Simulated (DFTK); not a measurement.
# LiCl under changes of volume

One of the cells (16.871 Å³/atom); the others are scaled copies at fixed shape and fractional positions:

```
CELL_PARAMETERS angstrom
0.00000 2.56477 2.56477
2.56477 0.00000 2.56477
2.56477 2.56477 0.00000
ATOMIC_POSITIONS crystal
Cl 0.50000 0.50000 0.50000
Li 0.00000 0.00000 0.00000
```

* Program: DFTK 0.8.2
* Functional: PBE
* Potentials or basis: dojo.nc.sr.pbe.v0_4_1.standard.upf (PBE)
* Cutoff: 1007 eV
* k mesh: 9 × 9 × 9
* Occupations: fermi-dirac, width 0.05 eV
* Spin: no spin polarisation

```tsv
volume (Å³/atom)	energy over the lowest point (meV/atom)	pressure (GPa)	gap on the mesh (eV)
15.859	9.71	2.7	6.70
16.196	4.84	1.9	6.57
16.534	1.71	1.1	6.45
16.871	0.15	0.4	6.33
17.209	0.00	-0.2	6.22
17.546	1.12	-0.8	6.11
17.883	?	?	?
```

Question: What does the run at 17.883 Å³/atom give?

Answer: Energy over the lowest point 3.38 meV/atom; pressure -1.3 GPa; gap on the mesh 6.01 eV.

Worked out: A Birch-Murnaghan fit of order 3 (a polynomial in V^(-2/3)) to the other rows has its minimum at 17.08 Å³/atom with B0 = V·E''(V) = 32 GPa and B' = 4.3. It gives 3.38 meV/atom at 17.883 Å³/atom, against the run's 3.38, and -dE/dV = -1.3 GPa, against -1.3. A straight line through the other rows of the gap, of slope -5.82 eV per unit of ln V (its deformation potential), extrapolates to 6.00 eV, against the run's 6.01.

Energies are extrapolated to zero smearing.

Caveats: an odd mesh through Γ misses points on the zone boundary, where band edges often lie.
